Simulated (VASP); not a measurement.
# Lu (P6_3/mmc) in VASP: a series of runs

One crystal, Lu, is run at these levels: PBE; tasks: single point.

All numbers are computed with VASP 6.6.1; they aren't measurements. Logs are shortened: lines on timing, memory, paths and dates and some standing lists are left out, and cuts for length are marked.

## 1. The structure

Symmetry: P6_3/mmc, No. 194, hexagonal system. Conventional cell: a = 3.503 Å, b = 3.503 Å, c = 5.551 Å, α = 90.00°, β = 90.00°, γ = 120.00°. Around Lu (site symmetry -6m2) lie 12 Lu at 3.43 to 3.50 Å.

## 2. Single point, PBE

Contents of INCAR:

```
SYSTEM = Lu
  PREC = Accurate
  ENCUT = 550
  EDIFF = 1E-6
  ISMEAR = 0
  SIGMA = 0.1
  LREAL = .False.
  LASPH = .True.
  NELM = 100
  ALGO = Normal
  ISIF = 2
  LWAVE = .False.
  LCHARG = .False.
  GGA = PE
  ADDGRID = .False.
```

Contents of KPOINTS:

```
regular mesh
0
Gamma
  13 13 8
  0 0 0
```

Contents of POSCAR:

```
Lu
1.0
    3.5031000000      0.0000000000      0.0000000000
   -1.7515500000      3.0337735920      0.0000000000
    0.0000000000      0.0000000000      5.5509000000
Lu
2
Direct
    0.6483880000      0.2977880000      0.7516770000
    0.3414390000      0.6668870000      0.2457360000
```

Potentials or basis: VASP PAW PBE potentials, release 64 (Lu_3), 4f in core.

Run with:

```console
> cat potpaw_PBE.64/Lu_3/POTCAR > POTCAR
> mpirun -np 1 vasp_std > vasp.out
```

OUTCAR:

```text
SYSTEM = Lu
   PREC = Accurate
   ENCUT = 550
   EDIFF = 1E-6
   ISMEAR = 0
   LREAL = .False.
   LASPH = .True.
   NELM = 100
   ISIF = 2
   GGA = PE

 Found    677 irreducible k-points:

 Following reciprocal coordinates:
            Coordinates               Weight
  0.000000  0.000000  0.000000      1.000000
  0.076923  0.000000  0.000000      2.000000
  0.000000  0.076923  0.000000      2.000000
 -0.076923  0.076923  0.000000      2.000000
  0.153846  0.000000  0.000000      2.000000
  0.000000  0.153846  0.000000      2.000000
   k-points           NKPTS =    677   k-points in BZ     NKDIM =    677   number of bands    NBANDS=     13
   number of dos      NEDOS =    301   number of ions     NIONS =      2
   total plane-waves  NPLWV =  32928
   dimension x,y,z NGX =    28 NGY =   28 NGZ =   42
   dimension x,y,z NGXF=    56 NGYF=   56 NGZF=   84
   ions per type =               2
   NGX,Y,Z   is equivalent  to a cutoff of  13.29, 13.29, 12.58 a.u.
   NGXF,Y,Z  is equivalent  to a cutoff of  26.58, 26.58, 25.16 a.u.
 SYSTEM =  Lu
   PREC   = accura    normal or accurate (medium, high low for compatibility)
   ISTART =      0    job   : 0-new  1-cont  2-samecut
   ICHARG =      2    charge: 1-file 2-atom 10-const
   ISPIN  =      1    spin polarized calculation?
   LNONCOLLINEAR =      F non collinear calculations
   LSORBIT =      F    spin-orbit coupling
   LASPH  =      T    aspherical Exc in radial PAW
   ENCUT  =  550.0 eV  40.42 Ry    6.36 a.u.   6.70  6.70 10.61*2*pi/ulx,y,z
   NELM   =    100;   NELMIN=  2; NELMDL= -5     # of ELM steps
   EDIFF  = 0.1E-05   stopping-criterion for ELM
   LREAL  =      F    real-space projection
   EDIFFG = 0.1E-04   stopping-criterion for IOM
   NSW    =      0    number of steps for IOM
   IBRION =     -1    ionic relax: 0-MD 1-quasi-New 2-CG
   NFREE  =      0    steps in history (QN), initial steepest desc. (CG)
   ISIF   =      2    stress and relaxation
   ISYM   =      2    0-nonsym 1-usesym 2-fastsym
   POTIM  = 0.5000    time-step for ionic-motion
   TEBEG  =    0.0;   TEEND  =   0.0 temperature during run
   PSTRESS=    0.0 pullay stress
   NELECT =      18.0000    total number of electrons
   NUPDOWN=      -1.0000    fix difference up-down
   EMIN   =  10.00;   EMAX   =-10.00  energy-range for DOS
   EFERMI =   0.00;   METHOD = LEGACY
   ISMEAR =     0;   SIGMA  =   0.10  broadening in eV -4-tet -1-fermi 0-gaus
   EFERMI_NEDOS =   21; number of points for ismear=-14 and -15
   IALGO  =     38    algorithm
   IMIX   =      4    mixing-type and parameters
     AMIX     =   0.40;   BMIX     =  1.00
     AMIX_MAG =   1.60;   BMIX_MAG =  1.00
  volume/ion in A,a.u.               =      29.50       199.05
  Fermi-wavevector in a.u.,A,eV,Ry     =   1.102130  2.082723 16.526853  1.214689
  Thomas-Fermi vector in A             =   2.238568
   LORBIT       =      0    0 simple, 1 ext, 2 COOP (PROOUT), +10 PAW based schemes
   GGA     = PE    functional components
   LHFCALC =     F    Hartree Fock is set to
   AEXX    =    0.0000 exact exchange contribution
   IVDW    =     0    specifies the selected vdW correction
   LEPSILON=     F    determine dielectric tensor
   LRPA    =     F    only Hartree local field effects (RPA)
 non-spin polarized calculation
 Gauss-broadening in eV      SIGMA  =   0.10
  energy-cutoff  :      550.00
  volume of cell :       58.99
 maximum number of plane-waves:      1749
   NGX = 13   NGY = 13   NGZ = 21

 number of electron      18.0000000 magnetization

 Free energy of the ion-electron system (eV)
  ---------------------------------------------------
  ext. energy  EPLUGINS =         0.00000000
  ---------------------------------------------------
  free energy    TOTEN  =        -8.90158070 eV

  energy without entropy =       -8.88253536  energy(sigma->0) =       -8.89205803

 E-fermi :   2.7731     XC(G=0):  -9.9077

 val. band max:        2.7728224166   @ k =  -0.1538  -0.2308  -0.1250
 cond. band min:       2.7731791950   @ k =  -0.2308  -0.1538   0.3750
 fundamental gap:      0.0003567783
 Fermi energy:         2.7731133420

 k-point     1 :       0.0000    0.0000    0.0000
  band No.  band energies     occupation
      1     -24.2759      2.00000
      2     -23.8731      2.00000
      3     -23.8507      2.00000
      4     -23.7920      2.00000
      5     -23.7805      2.00000
      6     -23.7596      2.00000
      7      -3.2472      2.00000
      8       0.3415      2.00000
      9       3.3264      0.00000
     10       4.9428      0.00000
     11       5.0472      0.00000
     12       5.2013      0.00000
     13       5.6689      0.00000

 k-point     2 :       0.0769    0.0000    0.0000
  band No.  band energies     occupation
      1     -24.2673      2.00000
      2     -23.8822      2.00000
      3     -23.8670      2.00000
      4     -23.8105      2.00000
      5     -23.7846      2.00000
      6     -23.7631      2.00000
      7      -3.1064      2.00000
      8       0.4851      2.00000
      9       3.2225      0.00000
     10       4.6220      0.00000
     11       5.0897      0.00000
     12       5.4010      0.00000
     13       5.5453      0.00000

 k-point     3 :       0.0000    0.0769    0.0000
  band No.  band energies     occupation
      1     -24.2662      2.00000
      2     -23.8915      2.00000
      3     -23.8579      2.00000
      4     -23.8016      2.00000
      5     -23.7935      2.00000
      6     -23.7643      2.00000
      7      -3.1053      2.00000
      8       0.4894      2.00000
      9       3.2370      0.00000
     10       4.5641      0.00000
     11       5.1816      0.00000
     12       5.3596      0.00000
     13       5.7480      0.00000

 k-point     4 :      -0.0769    0.0769    0.0000
  band No.  band energies     occupation
      1     -24.2669      2.00000
      2     -23.8858      2.00000
      3     -23.8633      2.00000
      4     -23.8089      2.00000
      5     -23.7863      2.00000
      6     -23.7635      2.00000
      7      -3.1061      2.00000
      8       0.4864      2.00000
      9       3.2266      0.00000
     10       4.6052      0.00000
     11       5.1162      0.00000
     12       5.4301      0.00000
     13       5.5148      0.00000

 k-point     5 :       0.1538    0.0000    0.0000
  band No.  band energies     occupation
      1     -24.2427      2.00000
      2     -23.9284      2.00000
      3     -23.8913      2.00000
      4     -23.8630      2.00000
      5     -23.7937      2.00000
      6     -23.7738      2.00000
      7      -2.6971      2.00000
      8       0.8854      2.00000
      9       2.9512      0.01177
     10       4.0316      0.00000
     11       4.9870      0.00000
     12       5.5003      0.00000
     13       5.6685      0.00000

 k-point     6 :       0.0000    0.1538    0.0000
  band No.  band energies     occupation
      1     -24.2381      2.00000
      2     -23.9428      2.00000
      3     -23.8768      2.00000
      4     -23.8573      2.00000
      5     -23.8002      2.00000
      6     -23.7787      2.00000
      7      -2.6925      2.00000
      8       0.9055      2.00000
      9       3.0058      0.00100
     10       3.9678      0.00000
     11       5.0163      0.00000
     12       5.5341      0.00000
     13       5.6773      0.00000

 [... further k-points ...]

------------------------ aborting loop because EDIFF is reached ----------------------------------------

  FORCE on cell =-STRESS in cart. coord.  units (eV):
  Direction    XX          YY          ZZ          XY          YZ          ZX
  --------------------------------------------------------------------------------------
  -------------------------------------------------------------------------------------
  Total       -0.0358080      0.2274978     -0.2599588     -0.0358718     -0.0214017     -0.0043866
  in kB       -0.9725055      6.1785790     -7.0601848     -0.9742365     -0.5812467     -0.1191347
  external PRESSURE =      -0.6180371 kB  Pullay stress =       0.0000000 kB

 VOLUME and BASIS-vectors are now :
 -----------------------------------------------------------------------------
  energy-cutoff  :      550.00
  volume of cell :       58.99
      direct lattice vectors                 reciprocal lattice vectors
     3.503100000  0.000000000  0.000000000     0.285461448  0.164811244  0.000000000
    -1.751550000  3.033773592  0.000000000     0.000000000  0.329622488  0.000000000
     0.000000000  0.000000000  5.550900000     0.000000000  0.000000000  0.180150967

 POSITION                                       TOTAL-FORCE (eV/Angst)
 -----------------------------------------------------------------------------------
      1.74978      0.90342      4.17248         0.037211      0.168205     -0.141493
      0.02801      2.02318      1.36406        -0.037211     -0.168205      0.141493
 -----------------------------------------------------------------------------------
    total drift:                               -0.000000     -0.000001      0.000001

  FREE ENERGIE OF THE ION-ELECTRON SYSTEM (eV)
  ---------------------------------------------------
  free  energy   TOTEN  =        -8.9015806965 eV

  energy  without entropy=       -8.8825353581  energy(sigma->0) =       -8.89205803
```

It took 3.7 min on 1 thread of Intel Xeon 6975P-C (Granite Rapids), shared host; peak memory 0.6 GiB.

These settings aren't checked as converged: the numbers below hold their error.

Results:

- Free energy: -8.9016 eV
- Pressure: -0.1 GPa
- Largest force: 0.223 eV/Å
- Band gap on the k mesh: none (metal or under the smearing width)

## 3. Single point, PBE

INCAR: that of step 2 with these lines changed.

```diff
@@ -2,3 +2,3 @@
   PREC = Accurate
-  ENCUT = 550
+  ENCUT = 300
   EDIFF = 1E-6
```

Contents of KPOINTS:

```
regular mesh
0
Gamma
  19 19 10
  0 0 0
```

Contents of POSCAR:

```
Lu
1.0
    3.5031000000      0.0000000000      0.0000000000
   -1.7515500000      3.0337735920      0.0000000000
    0.0000000000      0.0000000000      5.5509000000
Lu
2
Direct
    0.6666666667      0.3333333333      0.7500000000
    0.3333333333      0.6666666667      0.2500000000
```

Potentials or basis: VASP PAW PBE potentials, release 64 (Lu_3), 4f in core.

Run with:

```console
> cat potpaw_PBE.64/Lu_3/POTCAR > POTCAR
> mpirun -np 1 vasp_std > vasp.out
```

It took 28 s on 1 thread of Intel Xeon 6975P-C (Granite Rapids), shared host; peak memory 0.18 GiB.

These settings aren't checked as converged: the numbers below hold their error.

What came out:

```yaml
Free_energy: -8.9119 eV
Pressure: -0.1 GPa
Band_gap_on_the_k_mesh: none (metal or under the smearing width)
```

## 4. For comparison

An earlier run on the cell as given: functional PBE; potentials or basis VASP PAW PBE potentials, release 64 (Lu); cutoff 520 eV; k mesh 9 × 9 × 5; occupations fermi-dirac, width 0.05 eV; no spin polarisation.

* Pressure: -0.4 GPa
* Band gap on the k mesh: none (metal or under the smearing width)
